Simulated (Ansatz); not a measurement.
# RbBr: how the settings move a relaxation

Question: which choices in the input matter for RbBr?

Program: Ansatz 0.2.0. Level of theory: reference: DFT, PBEsol, PAW with Ansatz's default frozen-core files, scalar-relativistic; relaxation of cell and atoms. These are calculated values, not measurements.

1 further run of the same task is left out (set aside as unsound or not needed).

## (1) The structure to begin with

Symmetry: Pm-3m, No. 221, cubic system. The conventional cell has a = 4.126 Å, b = 4.126 Å, c = 4.126 Å, α = 90.00°, β = 90.00°, γ = 90.00°. Rb (site symmetry m-3m) is surrounded by 8 Br at 3.57 Å. Br (site symmetry m-3m) has 8 Rb at 3.57 Å as nearest neighbours.

Structure file:

```
Rb Br
1.0
     4.12608    0.00000    0.00000
     0.00000    4.12608    0.00000
     0.00000    0.00000    4.12608
Rb Br
1 1
Cartesian
  0.0000 0.0000 0.0000
  2.0630 2.0630 2.0630
```

## (2) Reference

input.yaml reads:

```yaml
crystal:
  lattice:
    - [4.1260773, 0.0, 0.0]
    - [0.0, 4.1260773, 0.0]
    - [0.0, 0.0, 4.1260773]
  atoms:
    - { symbol: Rb, position: [0.0, 0.0, 0.0] }
    - { symbol: Br, position: [0.5, 0.5, 0.5] }
kpoints:
  mp_grid: { grid: [12, 12, 12] }
scf:
  occupations: { method: fermi_dirac, width: 0.05 }
hamiltonian:
  xc: pbesol
  pseudopotentials: { kind: paw }
relax:
  f_tol: 0.002
  max_steps: 80
  cell: {}
output:
  forces: true
  stress: true
  write_density: true
  write_potential: true
  elf: true
  volumetric_format: npy
```

Started as:

```console
$ ansatz run input.yaml --threads 1 --pin off --max-ram 2560MiB --backend cpu --events-out ev --progress --plain --runs-dir out
```

## (3) The same system, input altered

input.yaml, as its differences from that of step 2:

```diff
@@ -9,5 +9,6 @@
 kpoints:
-  mp_grid: { grid: [12, 12, 12] }
+  mp_grid: { grid: [6, 6, 6] }
 scf:
-  occupations: { method: fermi_dirac, width: 0.05 }
+  occupations: { method: fixed }
+  n_extra_bands: 8
 hamiltonian:
@@ -26 +27,3 @@
   volumetric_format: npy
+basis:
+  ecutrho_ratio: 9
```

## (5) A run with other settings

input.yaml reads:

```yaml
crystal:
  lattice:
    - [4.1260773, 0.0, 0.0]
    - [0.0, 4.1260773, 0.0]
    - [0.0, 0.0, 4.1260773]
  atoms:
    - { symbol: Rb, position: [0.0, 0.0, 0.0] }
    - { symbol: Br, position: [0.5, 0.5, 0.5] }
kpoints:
  mp_grid: { grid: [6, 6, 6] }
scf:
  occupations: { method: fixed }
hamiltonian:
  xc: revpbe
  pseudopotentials: { kind: paw }
relax:
  f_tol: 0.002
  max_steps: 80
  cell: {}
output:
  forces: true
  stress: true
```

(Steps that only read results are left out.)

What does the calculation give? Wanted: for each run, ending; energy change; pressure; gap; force.

The runs gave:

```
                                                                                  run     ending       energy change  pressure (GPa)  gap (eV)  force (eV/Å)  cycles   time
                                                                            reference  converged                   0             0.0      4.04          0.00      20  8.4 s
1: mp_grid.grid [6, 6, 6], occupations.method fixed, n_extra_bands 8, ecutrho_ratio 9  converged  0.0 meV/atom (σ→0)             0.0      4.04          0.00      20  3.1 s
                       2: mp_grid.grid [6, 6, 6], occupations.method fixed, xc revpbe  converged      not comparable             0.0      3.92          0.00      27  2.5 s
```

Times don't compare one to one where runs were asked for different outputs or read a saved state (see the inputs); cycles may leave out searches for a lower state.

What this shows: «mp_grid.grid [6, 6, 6], occupations.method fixed, n_extra_bands 8, ecutrho_ratio 9» leaves the energy as it was.

These are semilocal Kohn-Sham gaps, which aren't the measured quantity. Such gaps usually fall short of the measured ones.
